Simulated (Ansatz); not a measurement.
Write the native input for Ansatz 0.2.0 that does the following.

| Quantity | Value |
| --- | --- |
| Task | single point |
| Functional | PBEsol |
| Potentials or basis | all-electron LAPW, scalar-relativistic |
| Cutoff | 259 eV (chosen from the basis error) |
| Basis error allowed | 0.001 eV/atom |
| k mesh | 11 × 11 × 11 |
| Occupations | fermi-dirac, width 0.05 eV |
| Spin | no spin polarisation |

The system is Au.

```
Au
1.0
     0.05952    2.03278    2.02390
     2.06284    0.03015    2.05328
     2.07413    2.07344    0.01886
Au
1
Direct
  0.99810 0.99583 0.01853
```

The cell isn't the ideal one: cell strained at random at fixed volume.

The input as run:

input.yaml

```yaml
crystal:
  lattice:
    - [0.059518, 2.032784, 2.023902]
    - [2.062843, 0.030146, 2.053275]
    - [2.074132, 2.073445, 0.018857]
  atoms:
    - { symbol: Au, position: [-0.001896, -0.004175, 0.01853] }
kpoints:
  mp_grid: { grid: [11, 11, 11] }
scf:
  occupations: { method: fermi_dirac, width: 0.05 }
hamiltonian:
  xc: pbesol
  pseudopotentials: { kind: all_electron, lapw: { basis_error: 0.001 } }
output:
  forces: true
  stress: true
  eigenvalues: true
  populations: true
```

Potentials or basis: all-electron LAPW, scalar-relativistic.

Command:

```bash
$ ansatz run input.yaml --threads 1 --pin off --max-ram 3072MiB --backend cpu --events-out ev --progress --plain --runs-dir out
```

Results of the run:

The pressure is 1.9 GPa and the band gap on the k mesh is none (metal or under the smearing width).

Run time: 84 s on 1 thread of Arm Neoverse V2 (shared host), peak memory 0.9 GiB.
